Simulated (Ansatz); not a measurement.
# K (I4/mmm) in Ansatz: single point with PBE

Aim: the single point of K with PBE.

Everything below comes from runs of Ansatz 0.2.0. Logs are shortened: lines on timing, memory, paths and dates and some standing lists are left out, and cuts for length are marked.

### 1 The cell of the first run

Symmetry: I4/mmm, No. 139, tetragonal system. The conventional cell has a = 5.395 Å, b = 5.395 Å, c = 5.449 Å, α = 90.00°, β = 90.00°, γ = 90.00°.

### 2 Single point, PBE (strain = 0.01)

Contents of input.yaml:

```yaml
crystal:
  lattice:
    - [-2.6975585167, 2.6975585167, 2.7245341019]
    - [2.6975585167, -2.6975585167, 2.7245341019]
    - [2.6975585167, 2.6975585167, -2.7245341019]
  atoms:
    - { symbol: K, position: [0.0, 0.0, 0.0] }
kpoints:
  mp_grid: { grid: [7, 7, 7] }
scf:
  occupations: { method: fermi_dirac, width: 0.05 }
hamiltonian:
  xc: pbe
  pseudopotentials: { kind: all_electron, lapw: { basis_error: 0.001 } }
output:
  forces: true
  stress: true
  eigenvalues: true
```

Potentials or basis: all-electron LAPW, scalar-relativistic.

Started as:

```bash
$ ansatz run input.yaml --threads 1 --pin off --max-ram 3072MiB --backend cpu --events-out ev --progress --plain --runs-dir out
```

Standard output:

```text
Warning: RAYON_NUM_THREADS=1 ignored (pool sized by the plan → 1); use --threads N
LAPW: plane waves up to 3.676 Å⁻¹, error target 1.0e-3 eV per atom; small_component_spin mean_spin; K in spheres of 2.344 Å, 9 of its electrons in bands, Dirac shells [] (how accurate: hamiltonian.pseudopotentials.lapw.basis_error, Limitations)
Engine: ansatz 0.2.0, x86_64-unknown-linux-gnu
Pseudopotentials: kind: all_electron
Pseudopotential: K, LAPW, valence charge 9, lapw/all_electron/scalar/gaussian/K, Koelling and Harmon's equation, gaussian nucleus
Functional definition: PBE
  parameter kappa = 0.804
  parameter beta = 0.06672455060314922
  exchange = pbe_x(kappa = kappa, mu = beta*pi^2/3)
  correlation = pbe_c(beta = beta)
Crystal: 1 atoms, lattice volume = 79.304 Å³
Basis set: ecut = 51.47634762122008 eV, 63 PW (Γ), exchange–correlation at level 2
Bands: 9, of which v1, the nominal top of the filled ones, is band 5 counted from 1 (4 counted from 0)
Symmetry: 16 space group operations
Space group: I4/mmm (ITA 139), of the structure as read, at distance tolerance 4.3e-5 Å
k-points: 40 of 343
Non-local potential: K, projectors of the file, none
Initial density: superposition of atomic densities (chi_scale 0.1, normalization cell)
Initial wavefunctions: plane waves of lowest kinetic energy (no species holds an atomic orbital)
Functional: x = pbe(κ = 0.804, μ = 0.2195149727645171), c = pbe(β = 0.06672455060314922)
iter 1 solved again at ethr=2.83e-5 eV; its pass at ethr=1.00e-1 eV (dr2=2.55e-3 eV) is discarded
SCF iter   1: F=—  HF=-16384.615551 eV  |F-HF|=—  |Δ(HF+E_count)|=         —  Δρ=1.23e-3  dr2=2.55e-3  ethr=2.83e-5  ⟨swp⟩=4.0  Hψ=2953  notcnv=0
preconditioner: auto → none  [insulator: Δε(μ)=0.166 eV  Ē_g=3.929 eV  σ=0.050 eV  W_gap=0.65  n_scr=12 (ndim 8)  ℏωp=4.2 eV  f_vac=0.000  D(μ)=0.87/eV (n_scr^D=0)  ε∞_Penn≈2.1]
SCF iter   2: F=—  HF=-16384.616279 eV  |F-HF|=—  |Δ(HF+E_count)|=   7.28e-4  Δρ=6.34e-4  dr2=6.74e-4  ethr=2.83e-5  ⟨swp⟩=2.0  Hψ=1227  notcnv=0
iter 3 solved again at ethr=9.74e-8 eV; its pass at ethr=7.49e-6 eV (dr2=8.76e-6 eV) is discarded
SCF iter   3: F=—  HF=-16384.616928 eV  |F-HF|=—  |Δ(HF+E_count)|=   6.49e-4  Δρ=7.19e-5  dr2=8.77e-6  ethr=9.74e-8  ⟨swp⟩=2.0  Hψ=1935  notcnv=0
SCF iter   4: F=—  HF=-16384.616927 eV  |F-HF|=—  |Δ(HF+E_count)|=   6.49e-7  Δρ=5.99e-6  dr2=6.08e-8  ethr=9.74e-8  ⟨swp⟩=2.0  Hψ=1227  notcnv=0
SCF iter   5: F=-16384.616927 eV  HF=-16384.616927 eV  |F-HF|=4.59e-9  |Δ(HF+E_count)|=   2.24e-7  Δρ=9.45e-7  dr2=1.51e-9  ethr=6.76e-10  ⟨swp⟩=2.7  Hψ=1254  notcnv=0
SCF 1 converged in 5 iterations: F = -16384.616927 eV  dr2 = 1.51e-9
SCF converged after 5 iterations
Free energy (F): -16384.616927 eV
Harris-Foulkes:  -16384.616927 eV  (|F-HF|=4.59e-9)
Internal energy: -16384.609724 eV  (E = F + TS)
E sigma→0 (E₀):  -16384.613325 eV
Entropy (-TS):   -0.007204 eV (-7.204 meV/atom)
Fermi energy:    1.625545 eV
--- Per-component energies (eV) ---
  E_band       = -144.364733
  E_kinetic    = 16497.239521
  E_xc         = -908.964179
  E_electrostatic = -31972.885066  (all electrons and nuclei)
  E_smearing   = -0.007204  (= −TS)
  E_closure    = 0.000000  (closes the sum)
  E_atoms      = -16383.591820  (free atoms, spherical and without spin; not in F)
  Σ components = -16384.616927   (vs F -16384.616927, Δ=0.00e0)
  Basis errors (estimates in eV, not in F): energy 2.6e-4 per atom: plane waves 2.5e-4 (1.3e-4 summed), levels above the bands 1.7e-44, relativity 7.0e-9, radial functions 3.1e-6, core shells 1.4e-12; eigenvalues (radial functions only) 3.9e-6; not estimated: angular momenta, meshes, grids; target (lapw.basis_error) 1.0e-3; muffin-tin radii K 2.344 Å
--- Forces (eV/Å), atoms counted from 1 ---
  atom   1  K     -0.00000000     0.00000000     0.00000000
  max |Σ_I F_I| component: 2.16e-32 eV/Å
--- Stress (GPa, compression-positive) ---
       -0.231536       0.000000       0.000000
        0.000000      -0.231536      -0.000000
        0.000000      -0.000000      -0.224496
  P = ⅓ Tr σ = -0.2292 GPa (-2.292 kbar)
--- Band table (eV; the first three rows and the last of 40) ---
  k-point 0: bands = ["-30.5456", "-14.0003", "-14.0003", "-14.0002", "-0.4193", "5.8242", "5.8242", "5.8705", "6.6617"]
  k-point 1: bands = ["-30.5450", "-14.0100", "-14.0036", "-14.0003", "-0.1804", "5.4204", "5.5364", "6.0020", "6.4926"]
  k-point 2: bands = ["-30.5438", "-14.0318", "-14.0112", "-14.0003", "0.5085", "4.2027", "5.0607", "6.5197", "6.5613"]
  k-point 39: bands = ["-30.5407", "-14.0371", "-14.0365", "-14.0355", "3.0103", "3.4253", "4.8351", "4.9367", "4.9477"]
```

Wall time 7.7 s (1 thread of Intel Xeon at 2.50GHz (Skylake/Cascade Lake), shared host); peak memory 0.21 GiB.

What came out:

```yaml
Free_energy: -16384.6169 eV
Pressure: -0.2 GPa
Band_gap_on_the_k_mesh: none (metal or under the smearing width)
```
